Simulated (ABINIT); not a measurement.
## A GW chain in ABINIT: CdS (Hawleyite)

Wanted: ground state, empty states, screening and self-energy for CdS (Hawleyite).

Main program and level: ABINIT 10.8.3; LDA and many-body steps on it, plane waves.

**What was measured.**

- Gap 2.42 eV: optical gap from inflexion point of photoacoustic spectrum, as-grown film; photoacoustic spectroscopy; film (as-grown chemical bath deposited film, about 0.25 um thick, deposited at 80 C) (“Study of the band--gap shift in CdS films: Influence of thermal annealing in different atmospheres”, 1995, arxiv:cond-mat/9501125).

## (1) The starting structure

It takes space group F-43m (No. 216, cubic). Conventional cell: a = 5.833 Å, b = 5.833 Å, c = 5.833 Å, α = 90.00°, β = 90.00°, γ = 90.00°. Nearest to Cd lie 4 S at 2.53 Å. Nearest to S lie 4 Cd at 2.53 Å. Farther neighbours and most contacts between anions are not listed.

The cell and positions come from the Crystallography Open Database and are kept as given unless a step says otherwise.

## (2) Ground state

This step: ABINIT 10.8.3; DFT, LDA, plane waves, norm-conserving pseudopotentials.

The ground-state density comes first.

Input file run.abi:

```
acell 3*1.0 Angstrom
rprim 
  -0.000000000000 2.916500000000 2.916500000000
  2.916500000000 -0.000000000000 2.916500000000
  2.916500000000 2.916500000000 -0.000000000000
ntypat 2
znucl 48 16
natom 2
typat 1 2
xred 
  0.000000000000 0.000000000000 0.000000000000
  0.250000000000 0.250000000000 0.250000000000
pp_dirpath "pseudos"
pseudos "Cd.upf, S.upf"
ecut 47
ngkpt 6 6 6
nshiftk 1
shiftk 0 0 0
kptopt 1
chksymbreak 0
nband 18
occopt 1
tolvrs 1e-10
nstep 60
prtwf 0
indata_prefix "in"
outdata_prefix "out"
tmpdata_prefix "tmp"
```

Run with:

```
$ OMP_NUM_THREADS=1 mpirun -n 4 abinit run.abi > log
```

Numbers of over 12 decimals in the logs are rounded to 6 here.

What it wrote:

```text
.Version 10.8.3 of ABINIT. v10.8.2 released Aug 2026.

 Symmetries : space group F-4 3 m (#216); Bravais cF (face-center cubic)
================================================================================
 Values of the parameters that define the memory need of the present run
     intxc =       0    ionmov =       0      iscf =       7    lmnmax =       6
     lnmax =       6     mgfft =      50  mpssoang =       3    mqgrid =    3001
     natom =       2  nloc_mem =       1    nspden =       1   nspinor =       1
    nsppol =       1      nsym =      24    n1xccc =    2501    ntypat =       2
    occopt =       1   xclevel =       1
-    mband =          18        mffmem =           1         mkmem =           4
       mpw =        5188          nfft =      125000          nkpt =          16
================================================================================
  Rough estimation (10% accuracy) of disk space for files :
================================================================================

--------------------------------------------------------------------------------
------------- Echo of variables that govern the present computation ------------
--------------------------------------------------------------------------------
 -outvars: echo values of preprocessed input variables --------
            acell      1.8897261259E+00  1.8897261259E+00  1.8897261259E+00 Bohr

      chksymbreak           0
             ecut      4.70000000E+01 Hartree
-          fftalg         312

              ixc       -1012
              kpt      0.00000000E+00  0.00000000E+00  0.00000000E+00
                       1.66666667E-01  0.00000000E+00  0.00000000E+00
                       3.33333333E-01  0.00000000E+00  0.00000000E+00
                       5.00000000E-01  0.00000000E+00  0.00000000E+00
                       1.66666667E-01  1.66666667E-01  0.00000000E+00
                       3.33333333E-01  1.66666667E-01  0.00000000E+00
                       5.00000000E-01  1.66666667E-01  0.00000000E+00
                      -3.33333333E-01  1.66666667E-01  0.00000000E+00
                      -1.66666667E-01  1.66666667E-01  0.00000000E+00
   [... 5 further rows ...]
                      -3.33333333E-01  3.33333333E-01  1.66666667E-01
                      -3.33333333E-01  5.00000000E-01  1.66666667E-01
         kptrlatt        6    0    0      0    6    0      0    0    6
          kptrlen      4.67656631E+01
P           mkmem           4
            natom           2
            nband          18
            ngfft          50      50      50
             nkpt          16
            nstep          60
             nsym          24
           ntypat           2
              occ      2.000000  2.000000  2.000000  2.000000  2.000000  2.000000
                       2.000000  2.000000  2.000000  2.000000  2.000000  2.000000
                       2.000000  0.000000  0.000000  0.000000  0.000000  0.000000
            prtwf           0
            rprim     -0.0000000000E+00  2.9165000000E+00  2.9165000000E+00
[...]
spgroup         216

           tolvrs      1.00000000E-10

             xred      0.0000000000E+00  0.0000000000E+00  0.0000000000E+00
[...]
znucl       48.00000   16.00000

================================================================================

 chkinp: Checking input parameters for consistency.

================================================================================
== DATASET  1 ==================================================================
-   mpi_nproc: 4, omp_nthreads: 1 (-1 if OMP is not activated)

--- !DatasetInfo
iteration_state: {dtset: 1, }
dimensions: {natom: 2, nkpt: 16, mband: 18, nsppol: 1, nspinor: 1, nspden: 1, mpw: 5188, }
cutoff_energies: {ecut:  47.0, pawecutdg:  -1.0, }
electrons: {nelect:   2.60000000E+01, charge:   0.00000000E+00, occopt:   1.00000000E+00, tsmear:   1.00000000E-02, }

 Real(R)+Recip(G) space primitive vectors, cartesian coordinates (Bohr,Bohr^-1):
 R(1)=  0.0000000  5.5113862  5.5113862  G(1)= -0.0907213  0.0907213  0.0907213
 R(2)=  5.5113862  0.0000000  5.5113862  G(2)=  0.0907213 -0.0907213  0.0907213
 R(3)=  5.5113862  5.5113862  0.0000000  G(3)=  0.0907213  0.0907213 -0.0907213
 Unit cell volume ucvol=  3.3482088E+02 bohr^3
 Angles (23,13,12)=  6.00000000E+01  6.00000000E+01  6.00000000E+01 degrees

 getcut: wavevector=  0.0000  0.0000  0.0000  ngfft=  50  50  50
         ecut(hartree)=     47.000   => boxcut(ratio)=   2.07948

--- Pseudopotential description ------------------------------------------------
- Cd Generated using ONCVPSP code by D. R. Hamann
- 48.00000  20.00000  180309                  znucl, zion, pspdat
12 -1012 2 -1 1336                            pspcod,pspxc,lmax,lloc,mmax
     nproj     2     2     2
  pspatm : epsatm=   23.37058476
         --- l  ekb(1:nproj) -->
[...]
pspatm: atomic psp has been read  and splines computed

- S Generated using ONCVPSP code by D. R. Hamann
- 16.00000   6.00000  180309                  znucl, zion, pspdat
12 -1012 2 -1 1132                            pspcod,pspxc,lmax,lloc,mmax
     nproj     2     2     2
  pspatm : epsatm=    8.64647033
         --- l  ekb(1:nproj) -->
[...]
2   -2.858321   -0.603195
 pspatm: atomic psp has been read  and splines computed

   8.32443432E+02                                ecore*ucvol(ha*bohr**3)
--------------------------------------------------------------------------------

_setup2: Arith. and geom. avg. npw (full set) are    5151.458    5151.430

================================================================================

--- !BeginCycle
iteration_state: {dtset: 1, }
solver: {iscf: 7, nstep: 60, nline: 4, wfoptalg: 0, }
tolerances: {tolvrs: 1.00E-10, }

     iter   Etot(hartree)      deltaE(h)  residm     vres2
 ETOT  1  -182.23631040478    -1.822E+02 4.495E+00 1.387E+04
 ETOT  2  -183.81882579950    -1.583E+00 4.130E-01 2.418E+04
 ETOT  3  -186.03072573977    -2.212E+00 2.525E-01 3.518E+03
 ETOT  4  -186.25210689364    -2.214E-01 1.717E-02 1.415E+03
 ETOT  5  -186.34694050410    -9.483E-02 2.830E-03 4.134E+02
 ETOT  6  -186.37633806447    -2.940E-02 2.121E-03 1.226E+02
 ETOT  7  -186.38810242471    -1.176E-02 2.577E-04 4.871E+00
 ETOT  8  -186.38861884413    -5.164E-04 1.258E-04 8.693E-02
 ETOT  9  -186.38862779880    -8.955E-06 3.866E-05 1.396E-02
 ETOT 10  -186.38862933174    -1.533E-06 3.349E-05 2.937E-05
 ETOT 11  -186.38862933763    -5.892E-09 1.820E-05 2.086E-06
 ETOT 12  -186.38862933789    -2.525E-10 1.756E-05 8.449E-09
 ETOT 13  -186.38862933790    -1.333E-11 1.042E-05 4.203E-10
 ETOT 14  -186.38862933789     8.754E-12 9.614E-06 7.003E-11

 At SCF step   14       vres2   =  7.00E-11 < tolvrs=  1.00E-10 =>converged.

 Cartesian components of stress tensor (hartree/bohr^3)
  sigma(1 1)=  9.38767989E-05  sigma(3 2)=  0.00000000E+00
  sigma(2 2)=  9.38767989E-05  sigma(3 1)=  0.00000000E+00
  sigma(3 3)=  9.38767989E-05  sigma(2 1)=  0.00000000E+00

--- !ResultsGS
iteration_state: {dtset: 1, }
comment   : Summary of ground state results
lattice_vectors:
- [ -0.0000000,   5.5113862,   5.5113862, ]
- [  5.5113862,  -0.0000000,   5.5113862, ]
- [  5.5113862,   5.5113862,  -0.0000000, ]
lattice_lengths: [   7.79428,    7.79428,    7.79428, ]
lattice_angles: [ 60.000,  60.000,  60.000, ] # degrees, (23, 13, 12)
lattice_volume:   3.3482088E+02
convergence: {deltae:  8.754E-12, res2:  7.003E-11, residm:  9.614E-06, diffor: null, }
etotal    :  -1.86388629E+02
entropy   :   0.00000000E+00
fermie    :   1.50789187E-01
cartesian_stress_tensor: # hartree/bohr^3
- [  9.38767989E-05,   0.00000000E+00,   0.00000000E+00, ]
- [  0.00000000E+00,   9.38767989E-05,   0.00000000E+00, ]
- [  0.00000000E+00,   0.00000000E+00,   9.38767989E-05, ]
pressure_GPa:  -2.7620E+00
xred      :
- [  0.0000E+00,   0.0000E+00,   0.0000E+00, Cd]
- [  2.5000E-01,   2.5000E-01,   2.5000E-01,  S]
cartesian_forces: # hartree/bohr
- [ -0.00000000E+00,  -0.00000000E+00,  -0.00000000E+00, ]
- [ -0.00000000E+00,  -0.00000000E+00,  -0.00000000E+00, ]
force_length_stats: {min:   0.00000000E+00, max:   0.00000000E+00, mean:   0.00000000E+00, }

 Integrated electronic density in atomic spheres:
 ------------------------------------------------
 Atom  Sphere_radius  Integrated_density
    1        2.00000         17.15828508
    2        2.00000          3.90365967
================================================================================

 ----iterations are completed or convergence reached----

 Mean square residual over all n,k,spin=   36.090E-09; max=  96.144E-07
 reduced coordinates (array xred) for    2 atoms
       0.000000000000      0.000000000000      0.000000000000
       0.250000000000      0.250000000000      0.250000000000
 rms dE/dt=  0.0000E+00; max dE/dt=  0.0000E+00; dE/dt below (all hartree)
    1       0.000000000000      0.000000000000      0.000000000000
    2       0.000000000000      0.000000000000      0.000000000000

 cartesian coordinates (angstrom) at end:
    1      0.000000     0.000000     0.000000
    2      1.458250     1.458250     1.458250

 cartesian forces (hartree/bohr) at end:
    1     -0.000000    -0.000000    -0.000000
    2     -0.000000    -0.000000    -0.000000
 frms,max,avg= 0.0000000E+00 0.0000000E+00   0.000E+00  0.000E+00  0.000E+00 h/b

 cartesian forces (eV/Angstrom) at end:
    1     -0.000000    -0.000000    -0.000000
    2     -0.000000    -0.000000    -0.000000
 frms,max,avg= 0.0000000E+00 0.0000000E+00   0.000E+00  0.000E+00  0.000E+00 e/A
 length scales=  1.889726125908  1.889726125908  1.889726125908 bohr
              =  1.000000000000  1.000000000000  1.000000000000 angstroms
 prteigrs : about to open file out_EIG
 Fermi (or HOMO) energy (hartree) =   0.15079   Average Vxc (hartree)=  -0.36085
 Eigenvalues (hartree) for nkpt=  16  k points:
 kpt#   1, nband= 18, wtk=  0.00463, kpt=  0.0000  0.0000  0.0000 (reduced coord)
  -3.56599   -2.13852   -2.13852   -2.13852   -0.30383   -0.13413   -0.13413   -0.13413
  -0.11628   -0.11628    0.15079    0.15079    0.15079    0.18240    0.38360    0.38360
   0.38360    0.55736
 prteigrs : prtvol=0 or 1, do not print more k-points.

--- !EnergyTerms
iteration_state     : {dtset: 1, }
comment             : Components of total free energy in Hartree
kinetic             :  6.52184178487066E+01
hartree             :  6.50162496552078E+01
xc                  : -2.72272990040161E+01
Ewald energy        : -9.94062291781547E+01
psp_core            :  2.48623508767928E+00
local_psp           : -1.97807043644246E+02
non_local_psp       :  5.33103989693190E+00
total_energy        : -1.86388629337891E+02
total_energy_eV     : -5.07189298477234E+03
band_energy         : -2.12962455072098E+01

 Cartesian components of stress tensor (hartree/bohr^3)
  sigma(1 1)=  9.38767989E-05  sigma(3 2)=  0.00000000E+00
  sigma(2 2)=  9.38767989E-05  sigma(3 1)=  0.00000000E+00
  sigma(3 3)=  9.38767989E-05  sigma(2 1)=  0.00000000E+00

-Cartesian components of stress tensor (GPa)         [Pressure= -2.7620E+00 GPa]
- sigma(1 1)=  2.76195078E+00  sigma(3 2)=  0.00000000E+00
- sigma(2 2)=  2.76195078E+00  sigma(3 1)=  0.00000000E+00
- sigma(3 3)=  2.76195078E+00  sigma(2 1)=  0.00000000E+00

== END DATASET(S) ==============================================================
================================================================================

 -outvars: echo values of variables after computation  --------
           etotal     -1.8638862934E+02
            nband          18
             nkpt          16
          spgroup         216
 [... the other variables as echoed above ...]

 Calculation completed.
```

The job ended after 18 s (4 MPI ranks of Arm Neoverse V2, shared host; peak memory 0.36 GiB).

This step gave:

```
total energy               : -5071.8930 eV
gap                        : 0.8602 eV
k of the valence top       : 0, 0, 0
k of the conduction bottom : 0, 0, 0
least direct gap           : 0.8602 eV
pressure                   : -2.762 GPa
```

The gap is direct, at Γ.

The cutoff was set for levels, not for stress, so the pressure can be off by some GPa.

(Part 1 of 3 ends here.)

[Paths, hosts, dates, memory and timing lines, banners, echoed tables and standing remarks are left out of the program output.]

[Logs are printed without paths, hosts, clocks, repeated set-up lines and the standing remarks that a program may print on its own settings, such as how far it seeks lower states.]

[Runs of the session that timed out or met a known fault of the program may be left out.]

[Hosts, paths, dates, database ids (printed as entryN), source tags and the programs' standing remarks are cut or masked in the printed files.]

[G0W0 gaps are taken among the corrected bands and points alone; a level outside them can change the order at an edge.]

[Where Ansatz stands beside ABINIT at settings called matched, ABINIT's density can come from a denser mesh and the files from another edition; pairs whose starting gaps differed by over 0.03 eV were left out, so agreement reads better than it is.]
